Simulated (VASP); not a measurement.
# TiH (Fm-3m) in VASP: notebook

Runs on TiH. Level: LDA. Tasks: single point, relaxation of cell and atoms.

Everything below comes from runs of VASP 6.6.1. Logs are shortened: lines on timing, memory, paths and dates and some standing lists are left out, and cuts for length are marked.

### Step 1. Starting point

Symmetry: Fm-3m, No. 225, cubic system. The conventional cell has a = 4.103 Å, b = 4.103 Å, c = 4.103 Å, α = 90.00°, β = 90.00°, γ = 90.00°. Around Ti (site symmetry m-3m) lie 6 H at 2.05 Å. H (site symmetry m-3m) is surrounded by 6 Ti at 2.05 Å.

The cell comes from a database or a generator and needn't be the stable form of this composition.

### Step 2. Single point, LDA

File INCAR:

```
ALGO = Normal
EDIFF = 1E-6
ENCUT = 520
GGA = CA
ISIF = 2
ISMEAR = 0
LASPH = True
LCHARG = True
LELF = True
LREAL = False
LVHAR = True
LWAVE = False
NBANDS = 14
NELM = 60
PREC = Accurate
SIGMA = 0.1
```

File KPOINTS:

```
k-points
0
Gamma
  18 18 18
```

File POSCAR:

```
TiH
1.0
    0.0000000000      2.0516219871      2.0516219871
    2.0516219871      0.0000000000      2.0516219871
    2.0516219871      2.0516219871      0.0000000000
Ti H
1 1
Direct
    0.0000000000      0.0000000000      0.0000000000
    0.5000000000      0.5000000000      0.5000000000
```

Potentials or basis: VASP PAW LDA potentials, release 64 (Ti_sv, H).

Run with:

```sh
$ cat potpaw_LDA.64/Ti_sv/POTCAR potpaw_LDA.64/H/POTCAR > POTCAR
$ mpirun -np 1 vasp_std > vasp.out
```

OUTCAR:

```text
EDIFF = 1E-6
   ENCUT = 520
   GGA = CA
   ISIF = 2
   ISMEAR = 0
   LASPH = True
   LREAL = False
   NELM = 60
   PREC = Accurate

 ion  position               nearest neighbor table
   1  0.000  0.000  0.000-
   2  0.500  0.500  0.500-

  LATTYP: Found a face centered cubic cell.
 ALAT       =     4.1032439742

  Lattice vectors:

 A1 = (   0.0000000000,   2.0516219871,   2.0516219871)
 A2 = (   2.0516219871,   0.0000000000,   2.0516219871)
 A3 = (   2.0516219871,   2.0516219871,   0.0000000000)

Analysis of symmetry for initial positions (statically):
=====================================================================
 Subroutine PRICEL returns:
 Original cell was already a primitive cell.

 Routine SETGRP: Setting up the symmetry group for a
 face centered cubic supercell.

 Subroutine GETGRP returns: Found 48 space group operations
 (whereof 48 operations were pure point group operations)
 out of a pool of 48 trial point group operations.

The static configuration has the point symmetry O_h .

Analysis of symmetry for dynamics (positions and initial velocities):
=====================================================================
 Subroutine PRICEL returns:
 Original cell was already a primitive cell.

 Routine SETGRP: Setting up the symmetry group for a
 face centered cubic supercell.

 Subroutine GETGRP returns: Found 48 space group operations
 (whereof 48 operations were pure point group operations)
 out of a pool of 48 trial point group operations.

The dynamic configuration has the point symmetry O_h .

 Subroutine INISYM returns: Found 48 space group operations
 (whereof 48 operations are pure point group operations),
 and found     1 'primitive' translations

----------------------------------------------------------------------------------------

                                     Primitive cell

  volume of cell :      17.2712

  direct lattice vectors                    reciprocal lattice vectors
     0.000000000  2.051621987  2.051621987    -0.243709613  0.243709613  0.243709613
     2.051621987  0.000000000  2.051621987     0.243709613 -0.243709613  0.243709613
     2.051621987  2.051621987  0.000000000     0.243709613  0.243709613 -0.243709613

  length of vectors
     2.901431639  2.901431639  2.901431639     0.422117432  0.422117432  0.422117432

  position of ions in fractional coordinates (direct lattice)
     0.000000000  0.000000000  0.000000000
     0.500000000  0.500000000  0.500000000

  ion indices of the primitive-cell ions
   primitive index   ion index
                 1           1
                 2           2

----------------------------------------------------------------------------------------

 KPOINTS: k-points

Automatic generation of k-mesh.
 Grid dimensions read from file:
 generate k-points for:   18   18   18

 Generating k-lattice:

  Cartesian coordinates                     Fractional coordinates (reciprocal lattice)
    -0.013539423  0.013539423  0.013539423     0.055555556  0.000000000  0.000000000
     0.013539423 -0.013539423  0.013539423     0.000000000  0.055555556  0.000000000
     0.013539423  0.013539423 -0.013539423     0.000000000  0.000000000  0.055555556

  Length of vectors
     0.023450968  0.023450968  0.023450968

  Shift w.r.t. Gamma in fractional coordinates (k-lattice)
     0.000000000  0.000000000  0.000000000

 Subroutine IBZKPT returns following result:
 ===========================================

 Found    195 irreducible k-points:

 Following reciprocal coordinates:
            Coordinates               Weight
  0.000000  0.000000  0.000000      1.000000
  0.055556  0.000000  0.000000      8.000000
  0.111111  0.000000  0.000000      8.000000
  0.166667  0.000000  0.000000      8.000000
  0.222222  0.000000  0.000000      8.000000
  0.277778  0.000000  0.000000      8.000000
[... 16 lines left out ...]
 -0.277778  0.055556  0.000000     24.000000
 -0.222222  0.055556  0.000000     24.000000
 [... further k-points ...]
   k-points           NKPTS =    195   k-points in BZ     NKDIM =    195   number of bands    NBANDS=     14
   number of dos      NEDOS =    301   number of ions     NIONS =      2
   total plane-waves  NPLWV =  13824
   dimension x,y,z NGX =    24 NGY =   24 NGZ =   24
   dimension x,y,z NGXF=    48 NGYF=   48 NGZF=   48
   ions per type =               1   1
   NGX,Y,Z   is equivalent  to a cutoff of  13.75, 13.75, 13.75 a.u.
   NGXF,Y,Z  is equivalent  to a cutoff of  27.50, 27.50, 27.50 a.u.
 SYSTEM =  unknown system
   PREC   = accura    normal or accurate (medium, high low for compatibility)
   ISTART =      0    job   : 0-new  1-cont  2-samecut
   ICHARG =      2    charge: 1-file 2-atom 10-const
   ISPIN  =      1    spin polarized calculation?
   LNONCOLLINEAR =      F non collinear calculations
   LSORBIT =      F    spin-orbit coupling
   LASPH  =      T    aspherical Exc in radial PAW
   ENCUT  =  520.0 eV  38.22 Ry    6.18 a.u.   5.39  5.39  5.39*2*pi/ulx,y,z
   NELM   =     60;   NELMIN=  2; NELMDL= -5     # of ELM steps
   EDIFF  = 0.1E-05   stopping-criterion for ELM
   LREAL  =      F    real-space projection
   EDIFFG = 0.1E-04   stopping-criterion for IOM
   NSW    =      0    number of steps for IOM
   IBRION =     -1    ionic relax: 0-MD 1-quasi-New 2-CG
   NFREE  =      0    steps in history (QN), initial steepest desc. (CG)
   ISIF   =      2    stress and relaxation
   ISYM   =      2    0-nonsym 1-usesym 2-fastsym
   POTIM  = 0.5000    time-step for ionic-motion
   TEBEG  =    0.0;   TEEND  =   0.0 temperature during run
   PSTRESS=    0.0 pullay stress
   NELECT =      13.0000    total number of electrons
   NUPDOWN=      -1.0000    fix difference up-down
   EMIN   =  10.00;   EMAX   =-10.00  energy-range for DOS
   EFERMI =   0.00;   METHOD = LEGACY
   ISMEAR =     0;   SIGMA  =   0.10  broadening in eV -4-tet -1-fermi 0-gaus
   EFERMI_NEDOS =   21; number of points for ismear=-14 and -15
   IALGO  =     38    algorithm
   IMIX   =      4    mixing-type and parameters
     AMIX     =   0.40;   BMIX     =  1.00
     AMIX_MAG =   1.60;   BMIX_MAG =  1.00
  volume/ion in A,a.u.               =       8.64        58.28
  Fermi-wavevector in a.u.,A,eV,Ry     =   1.489185  2.814151 30.173252  2.217671
  Thomas-Fermi vector in A             =   2.602125
   LORBIT       =      0    0 simple, 1 ext, 2 COOP (PROOUT), +10 PAW based schemes
   GGA     = CA    functional components
   LHFCALC =     F    Hartree Fock is set to
   AEXX    =    0.0000 exact exchange contribution
   IVDW    =     0    specifies the selected vdW correction
   LEPSILON=     F    determine dielectric tensor
   LRPA    =     F    only Hartree local field effects (RPA)
 non-spin polarized calculation
 Gauss-broadening in eV      SIGMA  =   0.10
  energy-cutoff  :      520.00
  volume of cell :       17.27
 maximum number of plane-waves:       483
 NGX is ok and might be reduce to    24
   NGX = 11   NGY = 11   NGZ = 11

 number of electron      13.0000003 magnetization

 Free energy of the ion-electron system (eV)
  ---------------------------------------------------
  ext. energy  EPLUGINS =         0.00000000
  ---------------------------------------------------
  free energy    TOTEN  =       -12.89765754 eV

  energy without entropy =      -12.88769860  energy(sigma->0) =      -12.89267807

 E-fermi :   9.1741     XC(G=0): -12.4696

 val. band max:        9.1720030337   @ k =   0.4444   0.1667   0.0556
 cond. band min:       9.1746739278   @ k =  -0.4444   0.1667   0.0000
 fundamental gap:      0.0026708941
 Fermi energy:         9.1741111105

 k-point     1 :       0.0000    0.0000    0.0000
  band No.  band energies     occupation
      1     -46.7755      2.00000
      2     -23.0236      2.00000
      3     -23.0236      2.00000
      4     -23.0236      2.00000
      5      -0.4701      2.00000
      6       9.8513      0.00000
      7       9.8513      0.00000
      8       9.8513      0.00000
      9      11.4101      0.00000
     10      11.4101      0.00000
     11      20.4833      0.00000
     12      24.1197      0.00000
     13      25.9250      0.00000
     14      25.9250      0.00000

 k-point     2 :       0.0556    0.0000    0.0000
  band No.  band energies     occupation
      1     -46.7712      2.00000
      2     -23.0482      2.00000
      3     -23.0264      2.00000
      4     -23.0264      2.00000
      5      -0.3782      2.00000
      6       9.7793      0.00000
      7       9.8886      0.00000
      8       9.8886      0.00000
      9      11.3747      0.00000
     10      11.3747      0.00000
     11      20.0556      0.00000
     12      24.2105      0.00000
     13      26.0342      0.00000
     14      26.0342      0.00000

 k-point     3 :       0.1111    0.0000    0.0000
  band No.  band energies     occupation
      1     -46.7591      2.00000
      2     -23.1183      2.00000
      3     -23.0345      2.00000
      4     -23.0345      2.00000
      5      -0.1074      2.00000
      6       9.5693      0.00000
      7       9.9808      0.00000
      8       9.9808      0.00000
      9      11.2953      0.00000
     10      11.2953      0.00000
     11      19.1171      0.00000
     12      24.3805      0.00000
     13      26.3408      0.00000
     14      26.3408      0.00000
[... 324 lines left out ...]
 k-point    23 :      -0.2778    0.0556    0.0000
  band No.  band energies     occupation
      1     -46.6820      2.00000
      2     -23.5295      2.00000
      3     -23.1085      2.00000
      4     -23.0753      2.00000
      5       1.8752      2.00000
      6       8.0548      2.00000
      7       9.7237      0.00000
      8       9.8629      0.00000
      9      11.5290      0.00000
     10      12.0396      0.00000
     11      16.6089      0.00000
     12      22.2361      0.00000
     13      26.6782      0.00000
     14      28.8029      0.00000

 k-point    24 :      -0.2222    0.0556    0.0000
  band No.  band energies     occupation
      1     -46.7062      2.00000
      2     -23.4003      2.00000
      3     -23.0919      2.00000
      4     -23.0590      2.00000
      5       1.1767      2.00000
      6       8.6222      2.00000
      7       9.8771      0.00000
      8      10.0500      0.00000
      9      11.1878      0.00000
     10      11.7336      0.00000
     11      17.0743      0.00000
     12      23.3375      0.00000
     13      26.6106      0.00000
     14      28.2335      0.00000

 [... further k-points ...]

------------------------ aborting loop because EDIFF is reached ----------------------------------------

  FORCE on cell =-STRESS in cart. coord.  units (eV):
  Direction    XX          YY          ZZ          XY          YZ          ZX
  --------------------------------------------------------------------------------------
  -------------------------------------------------------------------------------------
  Total        0.0073374      0.0073374      0.0073374      0.0000000      0.0000000      0.0000000
  in kB        0.6806563      0.6806563      0.6806563      0.0000000      0.0000000      0.0000000
  external PRESSURE =       0.6806563 kB  Pullay stress =       0.0000000 kB

 VOLUME and BASIS-vectors are now :
 -----------------------------------------------------------------------------
  energy-cutoff  :      520.00
  volume of cell :       17.27
      direct lattice vectors                 reciprocal lattice vectors
     0.000000000  2.051621987  2.051621987    -0.243709613  0.243709613  0.243709613
     2.051621987  0.000000000  2.051621987     0.243709613 -0.243709613  0.243709613
     2.051621987  2.051621987  0.000000000     0.243709613  0.243709613 -0.243709613

 POSITION                                       TOTAL-FORCE (eV/Angst)
 -----------------------------------------------------------------------------------
      0.00000      0.00000      0.00000         0.000000      0.000000      0.000000
      2.05162      2.05162      2.05162        -0.000000      0.000000      0.000000
 -----------------------------------------------------------------------------------
    total drift:                                0.000000     -0.000000     -0.000000

  FREE ENERGIE OF THE ION-ELECTRON SYSTEM (eV)
  ---------------------------------------------------
  free  energy   TOTEN  =       -12.8976575448 eV

  energy  without entropy=      -12.8876985998  energy(sigma->0) =      -12.89267807
```

Run time: 19 s. Hardware: 1 thread of Intel Xeon Platinum 8488C (Sapphire Rapids), shared host; peak memory 0.16 GiB.

Results:

| Property | Result |
| --- | --- |
| Free energy | -12.8977 eV |
| Pressure | 0.1 GPa |
| Band gap on the k mesh | none (metal or under the smearing width) |

[end of part 1 of 2]
